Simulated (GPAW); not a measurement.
Crystal: SiC.

```
CELL_PARAMETERS angstrom
3.07569 0.00000 0.00000
-1.53785 2.66363 0.00000
0.00000 0.00000 10.07065
ATOMIC_POSITIONS crystal
Si 0.00000 0.00000 0.18789
Si 0.00000 0.00000 0.68789
Si 0.33333 0.66667 0.43784
Si 0.66667 0.33333 0.93784
C 0.00000 0.00000 0.00046
C 0.00000 0.00000 0.50046
C 0.33333 0.66667 0.24980
C 0.66667 0.33333 0.74980
```

The cell is a database's computed one.

Base run:

- Program: GPAW 26.7.0
- Functional: TPSS
- Potentials or basis: GPAW PAW data sets (gpaw-data 1.2.1)
- Cutoff: 800 eV
- Basis: pw
- k mesh: 6 × 6 × 2
- Occupations: fermi-dirac, width 0.05 eV
- Spin: no spin polarisation

Its results: band gap on the k mesh 2.21 eV, indirect (least direct gap 3.33 eV); pressure 3.4 GPa; largest force 0.004 eV/Å.

Question: The run is repeated on the same cell with these changes: functional from TPSS to TASK. What comes out?

Answer: Band gap on the k mesh 2.97 eV, indirect (least direct gap 4.21 eV); pressure 9.1 GPa; largest force 0.022 eV/Å.

Caveats: the PAW data sets were made with another functional, which shifts forces and pressure a little.

Not every run made on this cell is shown here.
